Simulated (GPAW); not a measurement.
Here is a GPAW 26.7.0 calculation.

File run.py:

```python
from ase.dft.bandgap import bandgap
from ase.io import read, write
from ase.units import GPa
from gpaw import GPAW, PW

atoms = read('POSCAR')

calc = GPAW(mode=PW(800),
            xc='LDA',
            kpts={'size': (10, 10, 8), 'gamma': True},
            occupations={'name': 'fermi-dirac', 'width': 0.05},
            nbands=19,
            convergence={'density': 1e-05, 'energy': 1e-05},
            maxiter=150,
            txt='gpaw.txt')
atoms.calc = calc
energy = atoms.get_potential_energy()
forces = atoms.get_forces()
stress = atoms.get_stress()
calc.write('gs.gpw')
write('result.traj', atoms)
print(f'Energy: {energy:.6f} eV')
print('Forces (eV/A):')
print(forces.round(4))
print('Stress (GPa):', (stress / GPa).round(3))
print('Fermi level:', round(calc.get_fermi_level(), 4), 'eV')
print(f'Gap: {bandgap(calc)[0]:.4f} eV, direct: {bandgap(calc, direct=True)[0]:.4f} eV')

path = atoms.cell.bandpath('GMKGALHA,LM,KH', npoints=100, eps=1e-4)
bs_calc = calc.fixed_density(kpts=path, symmetry='off', nbands=28,
                             convergence={'bands': 'CBM+6.0', 'eigenstates': 1e-6}, txt='bands.txt')
bs = bs_calc.band_structure()
bs.write('bs.json')
print(f'Gap on the path: {bandgap(bs_calc)[0]:.4f} eV')
```

POSCAR

```
TiO
1.0
    3.0310000000      0.0000000000      0.0000000000
   -1.5155000000      2.6249229989      0.0000000000
    0.0000000000      0.0000000000      3.2377000000
Ti O
1 1
Direct
    0.6666666667      0.3333333333      0.0000000000
    0.0000000000      0.0000000000      0.5000000000
```

Potentials or basis: the program's PAW data sets (release 1.2.1) made for this functional, pw.

The run is started by

```bash
$ OMP_NUM_THREADS=1 python run.py
```

Question: What does it give for the band gap along the path?

Answer: None (metal or under the smearing width).

Question: Predict the pressure.

Answer: -45.0 GPa.

Stress tensor (GPa, compression positive):
```
-37.92   0.00   0.00
  0.00 -37.92   0.00
  0.00   0.00 -59.06
```

Caveat: a pressure of tens of GPa on the cell as given is suspect, and the run, the potentials or the cell itself is likely at fault; semilocal functionals often make such compounds metallic where correlation or magnetic order opens a gap, which also shifts bond lengths.
